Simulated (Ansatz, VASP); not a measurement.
# Hf32O63 (V_O): VASP beside Ansatz

Wanted: the spread between two codes on one cell, functional and k mesh. The cell is taken from a series of runs on this material, whose earlier steps may have relaxed, scaled, displaced or heated it; both programs get it as it stands.

Main program and level: Ansatz 0.2.0; plane waves, with VASP 6.6.1 beside it; single point at PBEsol.

### 1. Starting point

The cell holds 95 atoms: 32 Hf and 63 O. Cell: a = 10.192 Å, b = 10.355 Å, c = 10.542 Å, α = 90.0°, β = 99.6°, γ = 90.0°. It derives from HfO2 (HfO2 (P2_1/c)). Nearest the centre at fractional (0.536, 0.581, 0.420): Hf25 at 2.14 Å, Hf2 at 2.14 Å, Hf32 at 2.21 Å, O90 at 2.37 Å, O46 at 2.49 Å, O85 at 2.66 Å, O39 at 2.73 Å, O55 at 2.74 Å. The cell carries charge +1.

### 2. Ansatz: single point, PBEsol

Ansatz runs on its PAW soft_1 files.

With cell and atoms fixed, the geometry can't cause a difference; cores, projectors, grids and the points listed under the comparison can.

input.yaml

```yaml
crystal:
  checkpoint: "../qp1_M1.relax.run"
  host: checkpoint
total_charge: 1
basis:
  ecutwfc: 420
  xc_grid: 2
hamiltonian:
  xc: pbesol
  pseudopotentials: { kind: paw, azcp: { folder: soft_1 }, xc_functional: pbe }
kpoints:
  mp_grid: { grid: [1, 1, 1] }
magnetization:
  spin_polarized: true
  initial_magnetization: 1
  spin_locking: { lock_magnetization: hard }
scf:
  occupations: { method: fixed }
  max_iter: 60
output:
  forces: true
  charged_corrections:
    epsilon: [[5.04, 0.0, 0.14], [0.0, 5.07, 0.0], [0.14, 0.0, 4.75]]
    static_epsilon: [[20.65, 0.0, 1.35], [0.0, 18.84, 0.0], [1.35, 0.0, 15.26]]
    defect_position: [0.535647, 0.581267, 0.420391]
  eigenvalues: true
  eigenstates: { localisation: true }
  efg: {}
checkpoint:
  read: "../qp1_M1.relax.run"
  write: "../qp1_M1.a0.run"
  compress: false
  write_wavefunctions: false
  write_every: 100000
```

Run with:

```console
> ansatz run input.yaml --threads 32 --pin off --max-ram 84787MiB --backend cuda --events-out ev --progress --plain --runs-dir out --max-vram 78GiB
```

Numbers of over 12 decimals in the logs are rounded to 6 here.

Output:

```text
crystal.checkpoint: the structure is that of <dir>, a `relax` run, at its step 6: its result, under pbesol at a charge of 1 e; 95 atoms read, 0 with a starting moment; crystal.structure_sha256 for this input is
Hf: output.efg is read without spin–orbit coupling, which moves field gradients at and beside such atoms by some per cent and up to a factor of two; PAW files take it under magnetization.noncollinear and magnetization.spin_orbit
Engine: ansatz 0.2.0, aarch64-unknown-linux-gnu
Pseudopotentials: kind: paw
Pseudopotential: Hf, paw, valence charge 26, recommended cutoff 420 eV (normal), soft_1/Hf.paw.azcp
Pseudopotential: O, paw, valence charge 6, recommended cutoff 420 eV (normal), soft_1/O.paw.azcp
Functional definition: PBEsol
  exchange = pbesol_x
  correlation = pbesol_c
device memory: the entry about to start is reckoned to put 7.7 GiB on a device that reports 169.7 GiB free (of which the cap on the GPU budget leaves the run 78.0 GiB)
GPU FFT provider: cuFFT
GPU libraries: cuBLAS 13.8.1, cuFFT 12.4.0, cuSOLVER 12.3.2
GPU matrix products: emulated (plane waves: as basis.precision tells), large ones in fixed point in workspaces of 1.00 GiB
Crystal: 95 atoms, lattice volume = 1096.995 Å³
Basis set: ecut = 420 eV, 21487 PW (Γ), exchange–correlation on 144×144×144 points (8 copies of the dense FFT grid, shifted against one another)
Bands: 726, of which v1, the nominal top of the filled ones, is band 605 counted from 1 (604 counted from 0)
Symmetry: 1 space group operations
Space group: P1 (ITA 1), of the structure as read, at distance tolerance 1.0e-4 Å
Magnetic group: BNS 1.1 (UNI 1), of the structure as read, at distance tolerance 1.0e-4 Å
k-points: 1
Non-local potential: Hf, projectors of the file, l = 0: 3, l = 1: 2, l = 2: 2, l = 3: 3
Non-local potential: O, projectors of the file, l = 0: 2, l = 1: 2, l = 2: 1
PAW form: soft (Blöchl's): semilocal exchange-correlation on the pseudo side does not see the compensation charge
PAW frozen core: Hf, regenerated for the run's functional, and the local potential with it (the file was generated under x = pbe(κ = 0.804, μ = 0.219515), c = pbe(β = 0.066725))
PAW frozen core: O, regenerated for the run's functional, and the local potential with it (the file was generated under x = pbe(κ = 0.804, μ = 0.219515), c = pbe(β = 0.066725))
PAW one-centre angular grid: Hf, 590 points (default); XC on 64 Gauss nodes
PAW one-centre angular grid: O, 110 points (default); XC on 64 Gauss nodes
Initial density: read from a saved state, or passed on in memory by an earlier SCF of this step, an earlier step, the calling program or the single point that the run made first
Starting moments: Σ|m| = 1 μB on 95 of 95 sites; this step starts from the density that it was given
Initial wavefunctions: pseudopotential atomic-orbital guess — the wavefunctions supplied were not used: wavefunction packing (Γ-real/complex/spinor) differs
GPU buffer pool allocated for 373248 grid points (all kernels)
GPU transforms: local potential and band sums: pruned to the plane-wave sphere, on 72×72×72
Functional: x = pbesol(κ = 0.804, μ = 0.123457), c = pbesol(β = 0.046)
iter 1 solved again at ethr=2.29e-7 eV; its pass at ethr=3.10e-3 eV (dr2=2.77e-3 eV) is discarded
SCF iter   1: F=—  HF=-534685.032373 eV  |Δ(HF+E_count)|=         —  Δρ=2.45e-4 (↑2.45e-4 ↓2.26e-4)  dr2=1.92e-3  dr2_m=4.73e-5  M=1.000 μB ∫|m|=1.037 μB  Hψ=8250
preconditioner: auto → Resta (q_TF=auto, 2.773 Å⁻¹)  ε∞=5.4  [insulator: Δε(μ)=1.577 eV  Ē_g=18.016 eV  n_scr=410 (ndim 8)  ℏωp=37.9 eV  f_vac=0.075  ε∞_Penn≈5.4]
spin=Collinear: Resta preconditioning applied to the charge; magnetization (m = ρ↑ − ρ↓) channel mixes plain (no charge-response kernel on spin).
SCF iter   2: F=—  HF=-534685.038846 eV  |Δ(HF+E_count)|=   6.47e-3  Δρ=1.39e-4 (↑1.39e-4 ↓1.17e-4)  dr2=5.42e-4  dr2_m=2.61e-5  M=1.000 μB ∫|m|=1.038 μB  Hψ=2174
SCF iter   3: F=—  HF=-534685.031944 eV  |Δ(HF+E_count)|=   6.90e-3  Δρ=6.02e-5 (↑6.02e-5 ↓4.86e-5)  dr2=9.55e-5  dr2_m=5.34e-6  M=1.000 μB ∫|m|=1.040 μB  Hψ=2175
SCF iter   4: F=—  HF=-534685.042405 eV  |Δ(HF+E_count)|=   1.05e-2  Δρ=1.24e-5 (↑1.17e-5 ↓1.24e-5)  dr2=6.78e-6  dr2_m=8.01e-8  M=1.000 μB ∫|m|=1.041 μB  Hψ=2432
SCF iter   5: F=—  HF=-534685.042403 eV  |Δ(HF+E_count)|=   2.46e-6  Δρ=7.28e-6 (↑6.87e-6 ↓7.28e-6)  dr2=1.87e-6  dr2_m=5.14e-8  M=1.000 μB ∫|m|=1.041 μB  Hψ=2341
SCF iter   6: F=—  HF=-534685.042404 eV  |Δ(HF+E_count)|=   8.04e-7  Δρ=2.52e-6 (↑2.47e-6 ↓2.52e-6)  dr2=2.22e-7  dr2_m=3.56e-9  M=1.000 μB ∫|m|=1.041 μB  Hψ=2434
SCF iter   7: F=-534685.042404 eV  HF=-534685.042404 eV  |Δ(HF+E_count)|=   5.82e-8  Δρ=1.21e-6 (↑1.21e-6 ↓1.18e-6)  dr2=5.89e-8  dr2_m=6.01e-10  M=1.000 μB ∫|m|=1.041 μB  Hψ=7405
SCF 1 converged in 7 iterations: F = -534685.042404 eV  dr2 = 5.89e-8
  greatest PAW one-centre occupation: 0.999 electrons in one spin orbital (limit 2), on the Hf atom at site 14 (counted from 0), in its partial waves of l = 3
SCF converged after 7 iterations
Stability checked in part: among states of this total moment the steps that led to this state did not find it unstable. No probe was made; neither looks for a lower state of another moment (fixed_total_moment; see scf.lower_state_search)
Magnetization: 1.0000 μB (605.0000 up, 604.0000 down)
Absolute magnetization: 1.0425 μB (∫|ρ↑−ρ↓|, with the PAW one-centre terms)
Spin contamination: 0.0018 ħ² per cell (⟨S²⟩ above its minimum at these occupations)
Per-site moments (μB) at R_I (Å): [(0.000325867, 0.835114), (0.048868, 0.836050), (0.000560494, 0.838958), (8.112818694140524e-5, 0.842464), (0.00696265, 0.860989), (7.400335164454913e-6, 0.882514), (-1.2449197595076522e-5, 0.880379), (0.00506503, 0.884431), (5.2519607254889626e-5, 0.842
Free energy (F): -534685.042404 eV
Harris-Foulkes:  -534685.042404 eV  (|F-HF|=2.08e-8)
Internal energy: -534685.042404 eV  (E = F + TS)
E sigma→0 (E₀):  -534685.042404 eV
Fermi energy:    15.323448 (↑ 15.323448, ↓ 12.911235) eV
--- Per-component energies (eV) ---
  E_band       = -1387.945389
  E_kinetic    = 23577.953582
  E_local      = -236697.972804  (includes V_loc(G=0)·N_el)
  E_nonlocal   = 5587.594818
  E_hartree    = 112423.439937
  E_xc         = -12904.513169
  E_vxc        = -13844.668771  (∫ρ·V_xc dr)
  E_paw        = -252422.400322  (= ΣΔE_a)
  E_vpaw       = -4857.782529  (= ΣTr[D̂ρ^β])
  E_aug_tail   = 0.051473  (compensation charges beyond the density's cutoff)
  E_ewald      = -174291.452854
  E_core_change = 42.256936  (= ΣΔE_core)
  E_smearing   = -0.000000  (= −TS)
  E_closure    = -0.000000  (closes the sum)
  E_deformation_potential = 22.315296  (in the stress; not in F)
  Σ components = -534685.042404   (vs F -534685.042404, Δ=0.00e0)
--- Forces (eV/Å), atoms counted from 1 ---
  atom   1  Hf    -0.00983673    -0.01249136    -0.01198760
  atom   2  Hf    -0.04671392     0.00067907    -0.02445752
  atom   3  Hf     0.01174134     0.00826610    -0.00149461
  atom   4  Hf    -0.00720524     0.00367986    -0.00745629
  atom   5  O      0.00012529     0.00173532    -0.01127443
  atom   6  O      0.01691937     0.00219450    -0.00319590
  [... 89 more lines of this table ...]
  max |Σ_I F_I| component: 1.36e-5 eV/Å
--- PAW observables at the nuclei: V_zz in 10²¹ V/m², potentials from the cell's mean, atoms counted from 1 ---
  atom   1  Hf V_zz =   +11.494039   η = 0.1720   by run symmetry: allowed
            electrostatic potential = -14184.448494 V   contact ρ = 8663425.419205 e/Å³   contact ρ_s (e/Å³): all electrons -0.018541, valence -0.018226
  atom   2  Hf V_zz =   +31.863047   η = 0.4196   by run symmetry: allowed
            electrostatic potential = -14184.263616 V   contact ρ = 8663426.815100 e/Å³   contact ρ_s (e/Å³): all electrons +5.302381, valence +5.293862
  atom   3  Hf V_zz =   +13.349710   η = 0.0904   by run symmetry: allowed
            electrostatic potential = -14184.421375 V   contact ρ = 8663423.339660 e/Å³   contact ρ_s (e/Å³): all electrons +0.124941, valence +0.124853
  [... 184 more lines of this table ...]
--- Charged-cell corrections in eV (Makov–Payne, q = +1.000 e, ε = [[5.040, 0.000, 0.140], [0.000, 5.070, 0.000], [0.140, 0.000, 4.750]] of the electrons, [[20.650, 0.000, 1.350], [0.000, 18.840, 0.000], [1.350, 0.000, 15.260]] with the ions) ---
  F (periodic)     = -534685.042404  (uncorrected; the corrections below are reported, never added to it)
  E_corr1          = +0.400503  (monopole, q²α_M/2ε̄L, of the cell on which ε is isotropic)
  F Makov-Payne    = n/a  (the rows are of the electrons' constant alone; ansatz place-levels tells what screens the charge)
  no potential alignment in this run, which stands beside a crystal: run the host's input off ansatz write-host-input, and read the two finished runs by ansatz place-levels (neither reads a slab, a wire or a sheet, whose cell leaves a vacuum)
--- Band table (eV) ---
  k-point 0 ↑: bands = ["-47.5338", "-47.4691", "-47.3998", "-47.3864", "-47.3554", "-47.3437", "-47.3430", "-47.3356", "-47.3266", "-47.3239", "-47.3218", "-47.3197", "-47.3182", "-47.3141", "-47.313
  k-point 0 ↓: bands = ["-47.4984", "-47.4185", "-47.3979", "-47.3837", "-47.3442", "-47.3422", "-47.3344", "-47.3259", "-47.3228", "-47.3212", "-47.3199", "-47.3168", "-47.3143", "-47.3137", "-47.312
```

In the SCF lines HF is the Harris–Foulkes energy and dr2 the Hartree energy of the density residual, in eV; the loop may stop once dr2 is under the threshold and the program's other checks hold. Hψ counts applications of the Hamiltonian.

### 3. VASP: single point, PBEsol

The same cell, functional and mesh now go to VASP, with its own data sets.

Lines of VASP's logs that name or quote its potential files are left out, and so is its time.

INCAR

```
SYSTEM = Hf32O63
PREC = Accurate
ENCUT = 520
EDIFF = 1E-06
NELM = 200
ISMEAR = 0
SIGMA = 0.01
LREAL = Auto
ALGO = Normal
GGA = PS
NELECT = 697
NBANDS = 416
ISPIN = 2
MAGMOM = 0 0.05 0 0 0 0 0 -0 0 0 0 0 0 0 0 0 0 -0 0 0 0 0 0 0 0.03 0 0 0 0 0 0 0.04 0.01 0 -0 0 0 0 0 -0 0 0 0 0 0 0.01 0 0 0 -0 0 0 -0 -0 0 -0 0 0 0 -0 0 -0 -0 -0 0 0 -0 0 -0 0 0 -0 0 0 0 0.01 -0 0 0 0 -0 -0 -0 0.01 0.01 0 0 0 0 0.02 0 0 0 0 0
LASPH = .TRUE.
LMAXMIX = 4
LORBIT = 11
LWAVE = .FALSE.
LCHARG = .FALSE.
ISIF = 2
NUPDOWN = 1
GGA_COMPAT = .FALSE.
NCORE = 2
```

POSCAR

```
Hf32O63
1.0
   10.1921241429      0.0000000000     -0.0032967114
    0.0000000000     10.3550610872      0.0000000000
   -1.7563542387      0.0000000000     10.3946742571
Hf O
32 63
Direct
    0.1376600000      0.2264500000      0.3533700000
    0.3526900000      0.4749800000      0.3946100000
    0.3619800000      0.2719300000      0.1451100000
[... 3 atom lines left out ...]
    0.3622700000      0.2724300000      0.6454500000
[... 1 atom line left out ...]
    0.1382100000      0.7292200000      0.3546300000
    0.3619900000      0.9786700000      0.3967400000
    0.3611900000      0.7699100000      0.1471900000
    0.1388700000      0.5212800000      0.1035200000
[... 2 atom lines left out ...]
    0.3624500000      0.7715000000      0.6453800000
    0.1371300000      0.5228900000      0.6049900000
    0.6386700000      0.2290900000      0.3538200000
    0.8611200000      0.4776900000      0.3949600000
[... 4 atom lines left out ...]
    0.8628900000      0.2709600000      0.6462500000
    0.6386200000      0.0227900000      0.6042500000
    0.6436600000      0.7358300000      0.3507900000
[... 2 atom lines left out ...]
    0.6390700000      0.5206000000      0.1039100000
    0.6393400000      0.7293900000      0.8538000000
[... 1 atom line left out ...]
    0.8602600000      0.7726400000      0.6460800000
    0.6414600000      0.5173000000      0.6099800000
    0.2226700000      0.3706800000      0.4891400000
[... 2 atom lines left out ...]
    0.2224400000      0.3775700000      0.2398500000
[... 1 atom line left out ...]
    0.4659600000      0.4160800000      0.0761800000
    0.4676100000      0.3401300000      0.3270300000
[... 6 atom lines left out ...]
    0.4650200000      0.4216800000      0.5728700000
[... 2 atom lines left out ...]
    0.2239200000      0.8707300000      0.4904800000
    0.2770100000      0.6193400000      0.2613800000
    0.2771200000      0.6293300000      0.0105700000
    0.2256300000      0.8784900000      0.2404000000
[... 1 atom line left out ...]
    0.4664000000      0.9146600000      0.0803200000
    0.4646600000      0.8255400000      0.3350300000
[... 2 atom lines left out ...]
    0.2753900000      0.6221000000      0.7595900000
    0.2765500000      0.6282000000      0.5094100000
[... 2 atom lines left out ...]
    0.4645300000      0.9203000000      0.5803300000
[... 2 atom lines left out ...]
    0.7219700000      0.3724500000      0.4901300000
[... 2 atom lines left out ...]
    0.7241800000      0.3786200000      0.2397200000
[... 7 atom lines left out ...]
    0.7248000000      0.3787200000      0.7414600000
    0.5362100000      0.1704200000      0.6702100000
    0.9621300000      0.4209100000      0.5796700000
[... 2 atom lines left out ...]
    0.7250400000      0.8736000000      0.4902400000
    0.7777800000      0.6212500000      0.2595900000
[... 1 atom line left out ...]
    0.7225300000      0.8774300000      0.2406400000
    0.5329900000      0.6604200000      0.1801500000
[... 3 atom lines left out ...]
    0.7776200000      0.6207900000      0.7603700000
    0.7601400000      0.6295400000      0.5053700000
    0.7234400000      0.8796200000      0.7396500000
    0.5361100000      0.6673800000      0.6669500000
[... 2 atom lines left out ...]
    0.5350900000      0.5844600000      0.9221600000
```

KPOINTS

```
Automatic mesh
0
Gamma
1 1 1
0 0 0
```

PAW data sets: Hf_pv and O (PBE family, release 64).

Run with:

```console
> mpirun -np 8 vasp_gam
```

Output:

```text
[banner, memory and clock lines left out]
running    8 mpi-ranks, on    1 nodes
[...]
|                                                                             |
|               ----> ADVICE to this user running VASP <----                  |
|                                                                             |
|     You enforced a specific xc type in the INCAR file but a different       |
|     [... a line on the potential file left out ...]
|     I HOPE YOU KNOW WHAT YOU ARE DOING!                                     |
|                                                                             |

 LDA part: xc-table for (Slater+PW92), standard interpolation
 POSCAR, INCAR and KPOINTS ok, starting setup
[...]
entering main loop
       N       E                     dE             d eps       ncg     rms          rms(c)
DAV:   1     0.783647951731E+04    0.78365E+04   -0.44411E+05  1664   0.178E+03
DAV:   2    -0.290442672754E+03   -0.81269E+04   -0.77713E+04  2264   0.512E+02
DAV:   3    -0.114359672954E+04   -0.85315E+03   -0.84533E+03  1912   0.146E+02
DAV:   4    -0.116707719352E+04   -0.23480E+02   -0.23396E+02  1944   0.253E+01
DAV:   5    -0.116754701410E+04   -0.46982E+00   -0.46891E+00  1920   0.352E+00BRMIX: very serious problems
 the old and the new charge density differ
 old charge density:   698.00000 new  696.99999
    0.319E+02
DAV:   6    -0.101634901584E+04    0.15120E+03   -0.83338E+02  1912   0.419E+01    0.263E+02
DAV:   7    -0.101333055621E+04    0.30185E+01   -0.57770E+01  1920   0.139E+01    0.108E+02
DAV:   8    -0.101316873987E+04    0.16182E+00   -0.42444E+00  2112   0.305E+00    0.139E+01
DAV:   9    -0.101294255314E+04    0.22619E+00   -0.55933E-01  1872   0.144E+00    0.810E+00
[...]
DAV:  15    -0.101292737975E+04   -0.93025E-05   -0.30928E-05  1704   0.995E-03    0.186E-02
DAV:  16    -0.101292738181E+04   -0.20573E-05   -0.34618E-06  1608   0.431E-03    0.140E-02
DAV:  17    -0.101292738195E+04   -0.13717E-06   -0.13904E-06  1112   0.240E-03
   1 F= -.10129274E+04 E0= -.10129274E+04  d E =-.411338E-16  mag=     1.0000
```

Parts of OUTCAR (step 3):

```text
  FREE ENERGIE OF THE ION-ELECTRON SYSTEM (eV)
  ---------------------------------------------------
  free  energy   TOTEN  =     -1012.9273819467 eV

  energy  without entropy=    -1012.9273819467  energy(sigma->0) =    -1012.92738195

 magnetization (x)
# of ion       s       p       d       tot
------------------------------------------
    1       -0.000   0.000   0.001   0.001
    2        0.013   0.036   0.104   0.152
    3        0.000   0.000   0.001   0.002
    4        0.000  -0.000   0.000   0.000
    5        0.000  -0.000   0.000   0.000
    6        0.000   0.000   0.000   0.000
    7        0.001   0.001   0.005   0.008
    8       -0.000   0.000  -0.000   0.000
    9        0.000   0.000   0.001   0.001
   10        0.000   0.000   0.004   0.004
   11        0.000   0.000   0.002   0.002
   12        0.000   0.000   0.000   0.001
   13        0.000   0.000   0.000   0.000
[...]
--------------------------------------------------
tot          0.048   0.164   0.298   0.511
```

The cell is charged against a uniform background.

The run ends at a pressure of -4.39 GPa, with forces up to 0.16 eV/Å.

### 4. Side by side

Known differences besides the potentials themselves: VASP starts from the moments at which Ansatz ended; fixed occupations in Ansatz, narrow Gaussian smearing in VASP; the cutoff is 420 eV in Ansatz and 520 eV in VASP (PREC = Accurate, projectors in real space); Ansatz makes its cores anew for this functional, VASP keeps those of its PBE data sets; site moments are counted in spheres of each program's own size. Total energies have different zeros and are not compared.

The two programs side by side:

| quantity | Ansatz | VASP | difference |
| --- | --- | --- | --- |
| total moment, fixed by the input (μB) | 1.00 | 1.00 | 0.00 |
| moment on Hf2 (μB) | 0.05 | 0.15 | -0.10 |
| moment on Hf32 (μB) | 0.04 | 0.12 | -0.08 |
| moment on Hf25 (μB) | 0.03 | 0.11 | -0.07 |

Forces on 7 of the 95 atoms, those with the largest forces and the largest differences (eV/Å; atoms numbered as in POSCAR):

| atom | Ansatz x, y, z | VASP x, y, z |
| --- | --- | --- |
| Hf2 | -0.047, 0.001, -0.024 | -0.124, -0.080, 0.007 |
| Hf5 | -0.010, -0.014, -0.010 | -0.054, -0.030, -0.071 |
| Hf9 | -0.009, -0.006, -0.017 | -0.054, -0.017, -0.079 |
| Hf12 | -0.015, 0.016, -0.016 | -0.060, 0.028, -0.083 |
| Hf23 | 0.017, -0.008, 0.013 | 0.058, 0.002, 0.084 |
| Hf25 | -0.001, 0.024, -0.031 | 0.040, 0.100, -0.123 |
| Hf31 | 0.008, 0.031, 0.012 | 0.053, 0.067, 0.094 |

The forces differ by 35 meV/Å r.m.s., where the r.m.s. force is 0.011 eV/Å in Ansatz and 0.040 eV/Å in VASP: the atoms lie near their places of rest in Ansatz, so a percentage would say little (all taken over all components). The cell carries a charge of +1 e against a uniform background, so its pressure also hangs on how the neutralising background is counted, and in a defect's cell a gap may be the spacing between its levels. The total moments and the pattern agree; the site moments differ because the programs count them in spheres of different size.

### 5. What came out

```yaml
r_m_s_force_difference_single_point_pbesol: 35 meV/Å
```

**Reading.** The r.m.s. force difference is 35 meV/Å (single point, PBEsol), beyond the 12 meV/Å picked in this series as the mark of a large difference. The data sets hold unlike numbers of valence electrons (1209 in Ansatz and 697 in VASP), so part of the differences comes from the potentials. What causes the difference of the single point, PBEsol pair stays open here. How closely two codes agree says nothing of how well the functional describes the real material.

[Lines on the potential files, build, host, timing and source positions are cut from VASP's logs without a mark.]

[Logs are printed without paths, hosts, clocks, repeated set-up lines and the standing remarks that a program may print on its own settings, such as how far it seeks lower states.]

[Hosts, paths, dates, database ids (printed as entryN), source tags and the programs' standing remarks are cut or masked in the printed files.]
